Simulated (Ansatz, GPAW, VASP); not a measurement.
**Ti: 4 runs at one level of theory**

```
Ti
1.0
     2.95000    0.00000    0.00000
    -1.47500    2.55477    0.00000
     0.00000    0.00000    4.68000
Ti
2
Direct
  0.66667 0.33333 0.75000
  0.33333 0.66667 0.25000
```

Alike in all runs: task single point; functional PBE; k mesh 10 × 10 × 6; occupations gaussian, width 0.05 eV; no spin polarisation; no spin-orbit coupling. Pressure is positive in compression and, in plane waves, holds the error of the finite cutoff, which Ansatz's Pulay term estimates and takes out.

| program and potentials | plane-wave cutoff (eV) | notes | pressure (GPa) |
| --- | --- | --- | --- |
| Ansatz, Ansatz PAW | 420 | - | -1.44 |
| GPAW, GPAW PAW data sets (gpaw-data 1.2.1) | 600 | - | -2.00 |
| VASP, PBE PAW files Ti_sv, release 54, 520 eV | 520 | - | -1.68 |
| Ansatz, all-electron LAPW, scalar-relativistic | - | - | ? |

Question: Estimate from the other rows what the run with Ansatz, all-electron LAPW, scalar-relativistic gave.

Answer: Pressure -1.45 GPa. The other rows, which needn't bracket it: pressure -2.00 to -1.44.
